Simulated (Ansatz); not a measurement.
Sb₂Te₃:
```xyz
5
Lattice="2.1531 1.2431 10.6129 -2.1531 1.2431 10.6129 0.0000 -2.4862 10.6129" Properties=species:S:1:pos:R:3 pbc="T T T"
Sb     0.0000     0.0000    12.6005
Sb     0.0000     0.0000    19.2382
Te     0.0000     0.0000     0.0000
Te     0.0000     0.0000     6.9329
Te     0.0000     0.0000    24.9058
```

Relaxed with r²SCAN.

### Question
Give the Bader charges and basin volumes of the independent atoms, r²SCAN (plane waves, PAW; program Ansatz).

### Answer


| atom | Bader charge (e) | Bader volume (Å³) |
|---|---|---|
| Sb1 | +0.61 | 26.0 |
| Te3 | -0.51 | 35.0 |
| Te4 | -0.36 | 41.8 |

Space group R-3m. Symmetry was held in the r²SCAN relaxation. Scalar-relativistic: spin–orbit coupling is off unless named, which matters more the heavier the elements.

Potentials: the later of the program's two PAW sets.
